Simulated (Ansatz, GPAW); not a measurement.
# hexatriene-1,6-dithiol between two Pt chains: relaxation, then transmission at several levels, part 3 of 3

Wanted: T(E) of hexatriene-1,6-dithiol between two Pt chains at a relaxed geometry in two programs, beside the unrelaxed structure.

GPAW 26.7.0 and Ansatz 0.2.0; Ansatz plane waves; relaxation of the junction with the lead ends held (the session's first sound run).

So far, transmission at the Fermi level (one spin): step 3 (plane waves, PBE) 0.0973; step 5 (GPAW, szp: basis = "szp(dzp)", PBE, GPAW) 0.0895; step 6 (GPAW, sz: basis = "sz(dzp)", PBE, GPAW) 0.102; step 7 (RPBE in the dzp basis: xc = "RPBE") 0.0941; step 8 (without the relaxation: geometry = "as built", PBE, GPAW) 0.608.

## (10) Comparison (continued)

The transmission, zone mean, sum over the listed spins by energy, zero at the Fermi level:

| energy (eV) | pw-pbe | dzp | szp | sz | dzp-RPBE | asbuilt |
| --- | --- | --- | --- | --- | --- | --- |
| -2.000 | 0.644 | 0.693 | 0.785 | 0.731 | 0.686 | 0.528 |
| -1.900 | 0.687 | 0.733 | 0.846 | 0.776 | 0.727 | 0.227 |
| -1.800 | 0.698 | 0.740 | 0.878 | 0.792 | 0.736 | 0.134 |
| -1.700 | 0.694 | 0.731 | 0.895 | 0.792 | 0.728 | 0.106 |
| -1.600 | 0.724 | 0.750 | 0.924 | 0.800 | 0.747 | 0.125 |
| -1.500 | 0.879 | 0.831 | 0.990 | 0.850 | 0.833 | 0.438 |
| -1.450 | 0.968 | 0.924 | 0.997 | 0.904 | 0.929 | 0.754 |
| -1.400 | 0.126 | 0.998 | 0.908 | 0.970 | 0.996 | 0.0782 |
| -1.375 | 0.110 | 0.944 | 0.788 | 0.994 | 0.927 | 0.0311 |
| -1.300 | 0.0361 | 0.236 | 0.237 | 0.766 | 0.193 | 0.00293 |
| -1.200 | 0.0543 | 0.0440 | 0.0397 | 0.0768 | 0.0473 | 0.111 |
| -1.100 | 0.272 | 0.0628 | 0.0515 | 0.0448 | 0.0639 | 0.0515 |
| -1.000 | 0.924 | 0.455 | 0.423 | 0.155 | 0.494 | 0.170 |
| -0.975 | 0.997 | 0.643 | 0.658 | 0.234 | 0.683 | 0.240 |
| -0.900 | 0.950 | 0.985 | 0.989 | 0.568 | 0.994 | 0.478 |
| -0.875 | 0.938 | 0.994 | 0.934 | 0.706 | 0.984 | 0.567 |
| -0.800 | 0.897 | 0.899 | 0.758 | 0.978 | 0.880 | 0.919 |
| -0.775 | 0.878 | 0.882 | 0.729 | 0.996 | 0.866 | 0.985 |
| -0.700 | 0.867 | 0.821 | 0.638 | 0.935 | 0.800 | 0.875 |
| -0.600 | 0.715 | 0.640 | 0.515 | 0.665 | 0.638 | 0.568 |
| -0.500 | 0.305 | 0.517 | 0.402 | 0.467 | 0.504 | 0.458 |
| -0.400 | 0.262 | 0.248 | 0.211 | 0.234 | 0.241 | 0.743 |
| -0.300 | 0.704 | 0.321 | 0.289 | 0.299 | 0.285 | 0.101 |
| -0.250 | 0.822 | 0.660 | 0.750 | 0.665 | 0.712 | 0.0311 |
| -0.200 | 0.754 | 0.879 | 0.868 | 0.865 | 0.876 | 0.0516 |
| -0.100 | 0.292 | 0.398 | 0.321 | 0.365 | 0.382 | 0.152 |
| 0.000 | 0.0973 | 0.0933 | 0.0895 | 0.102 | 0.0941 | 0.608 |
| 0.100 | 0.0530 | 0.0447 | 0.0585 | 0.0817 | 0.0465 | 0.723 |
| 0.200 | 0.0496 | 0.0433 | 0.112 | 0.475 | 0.0463 | 0.191 |
| 0.300 | 0.106 | 0.118 | 0.448 | 0.0417 | 0.133 | 0.0684 |
| 0.375 | 0.829 | 0.893 | 0.0256 | 0.00696 | 0.789 | 0.0368 |
| 0.400 | 0.698 | 0.261 | 0.0142 | 0.00445 | 0.225 | 0.0305 |
| 0.500 | 0.0216 | 0.0123 | 0.00255 | 0.00102 | 0.0119 | 0.0150 |
| 0.600 | 0.00391 | 0.00237 | 6.2e-4 | 2.4e-4 | 0.00231 | 0.00705 |
| 0.700 | 0.00101 | 3.5e-4 | 8.8e-5 | 6.7e-5 | 2.8e-4 | 0.00157 |
| 0.800 | 1.1e-4 | 1.1e-4 | 9.4e-5 | 7.0e-5 | 1.0e-4 | 1.4e-4 |
| 0.900 | 1.1e-4 | 7.7e-5 | 7.5e-5 | 5.6e-5 | 7.6e-5 | 1.1e-4 |
| 1.000 | 7.4e-5 | 5.3e-5 | 5.6e-5 | 4.2e-5 | 5.3e-5 | 7.9e-5 |
| 1.100 | 5.2e-5 | 3.7e-5 | 4.2e-5 | 3.2e-5 | 3.8e-5 | 5.8e-5 |
| 1.200 | 3.7e-5 | 2.8e-5 | 3.2e-5 | 2.4e-5 | 2.8e-5 | 4.4e-5 |
| 1.300 | 2.8e-5 | 2.1e-5 | 2.5e-5 | 1.9e-5 | 2.2e-5 | 3.4e-5 |
| 1.400 | 2.3e-5 | 1.7e-5 | 2.0e-5 | 1.5e-5 | 1.8e-5 | 2.9e-5 |
| 1.500 | 1.9e-5 | 1.5e-5 | 1.7e-5 | 1.2e-5 | 1.5e-5 | 2.7e-5 |
| 1.600 | 1.6e-5 | 1.3e-5 | 1.4e-5 | 1.0e-5 | 1.3e-5 | 2.7e-5 |
| 1.700 | 1.4e-5 | 1.1e-5 | 1.3e-5 | 8.9e-6 | 1.1e-5 | 3.1e-5 |
| 1.800 | 1.3e-5 | 1.0e-5 | 1.2e-5 | 8.1e-6 | 1.0e-5 | 3.8e-5 |
| 1.900 | 1.2e-5 | 9.5e-6 | 1.1e-5 | 7.3e-6 | 9.4e-6 | 4.9e-5 |
| 2.000 | 1.2e-5 | 9.4e-6 | 1.0e-5 | 6.8e-6 | 9.2e-6 | 6.8e-5 |

## (11) A varied run

One more run, with changed settings.

This step: GPAW LCAO, PAW setups; Landauer transmission from Green's functions with principal layers (ASE), zero bias (GPAW 26.7.0).

run.py reads:

```python
import json
import numpy as np
from ase import Atoms
from ase.transport.calculators import TransportCalculator
from gpaw import GPAW, FermiDirac
from gpaw.lcao.tools import get_lcao_hamiltonian
from scipy.linalg import eigh

# The junction with lead layers at both ends, along the third cell vector
device = Atoms(
    ['Pt', 'Pt', 'Pt', 'Pt', 'Pt', 'Pt', 'Pt', 'Pt', 'S', 'C', 'H', 'H', 'C', 'C', 'H', 'H', 'C', 'C', 'H', 'H', 'C', 'S', 'Pt', 'Pt', 'Pt', 'Pt', 'Pt', 'Pt', 'Pt', 'Pt'],
    positions=[
        [6.08030, 4.50000, 1.20000],
        [6.08030, 4.50000, 3.60000],
        [6.08030, 4.50000, 6.00000],
        [6.08030, 4.50000, 8.40000],
        [6.08030, 4.50000, 10.80000],
        [6.08030, 4.50000, 13.20000],
        [4.66715, 4.59028, 15.10802],
        [5.20756, 4.53872, 17.47305],
        [3.81945, 4.56728, 19.12898],
        [4.26004, 4.55098, 20.76076],
        [6.41387, 4.51730, 20.89545],
        [3.35039, 4.56333, 21.37474],
        [5.47676, 4.52795, 21.45852],
        [5.50743, 4.52035, 22.85455],
        [7.63320, 4.49129, 23.12180],
        [4.54521, 4.53058, 23.37725],
        [6.67101, 4.50154, 23.64459],
        [6.70162, 4.49580, 25.04061],
        [8.82830, 4.46680, 25.12555],
        [5.76446, 4.50571, 25.60361],
        [7.91813, 4.47756, 25.73881],
        [8.35691, 4.46726, 27.37119],
        [6.96540, 4.48486, 29.02458],
        [7.49942, 4.46568, 31.39100],
        [6.08030, 4.50000, 33.29597],
        [6.08030, 4.50000, 35.69597],
        [6.08030, 4.50000, 38.09597],
        [6.08030, 4.50000, 40.49597],
        [6.08030, 4.50000, 42.89597],
        [6.08030, 4.50000, 45.29597]],
    cell=[[12.16059, 0.0, 0.0], [0.0, 9.0, 0.0], [0.0, 0.0, 46.49597]],
    pbc=True)

# One principal layer of the lead: the first 5 atoms of the device
lead = Atoms(
    ['Pt', 'Pt', 'Pt', 'Pt', 'Pt'],
    positions=[
        [6.08030, 4.50000, 1.20000],
        [6.08030, 4.50000, 3.60000],
        [6.08030, 4.50000, 6.00000],
        [6.08030, 4.50000, 8.40000],
        [6.08030, 4.50000, 10.80000]],
    cell=[[12.16059, 0.0, 0.0], [0.0, 9.0, 0.0], [0.0, 0.0, 12.0]],
    pbc=True)

settings = dict(mode='lcao', basis='dzp', xc='PBE', h=0.2,
                occupations=FermiDirac(2.0), maxiter=60,
                mixer=dict(beta=0.1, nmaxold=8, weight=100.0),
                convergence=dict(density=0.0001))
energies = np.arange(-2, 2 + 1e-9, 0.025)
eta = 0.0001
n1, n2 = 1, 1
# k and -k transmit alike, so half of the mesh across the current serves
mesh = [(i, j) for i in range(n1) for j in range(n2) if (i, j) <= (-i % n1, -j % n2)]
weights = np.array([1 if (i, j) == (-i % n1, -j % n2) else 2 for i, j in mesh]) / (n1 * n2)

# [... helper functions left out ...]
fermi_lead = ground_state(lead, (1, 1, 10), 'lead.txt')
fermi_device = ground_state(device, (1, 1, 2), 'device.txt')
# [... loop over the mesh left out, but for ...]
        # Shift the lead onto the potential of the device's first layer
        shift = ((H[:, 0, 0] - H0[:, 0, 0]) / S0[0, 0]).real.mean()
# [...]
kT = 8.617333e-5 * 300
bias = [0.1, 0.2, 0.5, 1.0, 1.5, 2.0]
# [... integrals and printing left out ...]
```

On the command line:

```
OMP_NUM_THREADS=1 OPENBLAS_NUM_THREADS=1 python run.py
```

The job ended after 8.5 min (1 thread of Arm Neoverse N1, shared host; peak memory 2 GiB).

The run finished. A setting was moved off its sound value on purpose, so it serves as a test and not as the result.

The fault put into the input: a smearing of electronvolts (width = 2.0).

The two runs compared:

```csv
quantity,this run,sound run,difference
conductance (G₀),1.038e-5,0.11888,-0.119
thermopower (μV/K),8.2721,96.173,-87.9
largest coupling past the next principal layer (eV),8.427e-6,8.089e-6,3.4e-7
largest misfit of the first principal layer (eV),0.23540,0.11205,0.123
shift that aligns the lead (eV),-0.10058,-0.0041388,-0.0964
transmission at the Fermi level (one spin),1.034e-5,0.093327,-0.0933
```

The two runs differ clearly in the conductance: 1.0e-5 G₀ against 0.119 G₀.

## (12) Outcome

```json
{
  "conductance": "0.119 G₀",
  "transmission at the Fermi level, mean of the spins": "0.0933",
  "thermopower": "96.2 μV/K"
}
```

In the dzp basis the junction conducts 0.119 G₀ at 300 K, with T = 0.0933 a spin at the Fermi level; the sz basis reaches that conductance within 10 %. Relaxation moved atoms by up to 1.5 Å and took the conductance from 0.599 to 0.119 G₀, as a ratio a larger change than the step from dzp to the minimal basis. The conductance differs from T at the Fermi level because it averages T(E) over the thermal window, about 0.09 eV wide, in which T changes. Plane waves (PBE) give T = 0.0973 there. At the Fermi level one eigenchannel carries the current (0.093). The positive thermopower says that the thermally weighted transmission is larger below the Fermi level, as for hole-like transport. Measured against the first run (pw-pbe), the nearest curve is that of dzp-RPBE (r.m.s. 0.17) and the farthest that of asbuilt (0.33). Over the compared runs wall time goes from 289 s (sz) to 11732 s (pw-pbe), on a shared host; the plane-wave run used 4 threads and the orbital runs 1. Moves of this size go well beyond a change of bond lengths: the free chain atoms or the scatterer took up a new arrangement, and the name in the title describes the start. The leads kept an estimated spacing and the cell its length, so the junction may be under some tension or compression. The run had no spin polarisation, so a magnetic state, which chains and small molecules with open shells often have, wasn't tested. Spin-orbit coupling is left out, which matters for the heavy atoms here. Semilocal functionals put molecular levels too near the Fermi level, so such conductances usually come out too high, and chain electrodes have a sharper density of states than real ones. Energies count from the junction cell's Fermi level; in the run with T = 0.0933 there, the aligned lead's own level lies at -0.0041 eV, where T interpolates to 0.0981; the finite cell leaves the answer open by at least that much. An evenly spaced straight chain is an idealisation: free chains tend to dimerise, zigzag or, where a band edge lies near the Fermi level, turn magnetic. The currents use the zero-bias T(E) throughout, which holds only while the bias is small against the distance to the nearest feature.

[Logs are printed without paths, hosts, clocks, repeated set-up lines and the standing remarks that a program may print on its own settings, such as how far it seeks lower states.]

[Hosts, paths, dates, database ids (printed as entryN), source tags and the programs' standing remarks are cut or masked in the printed files.]
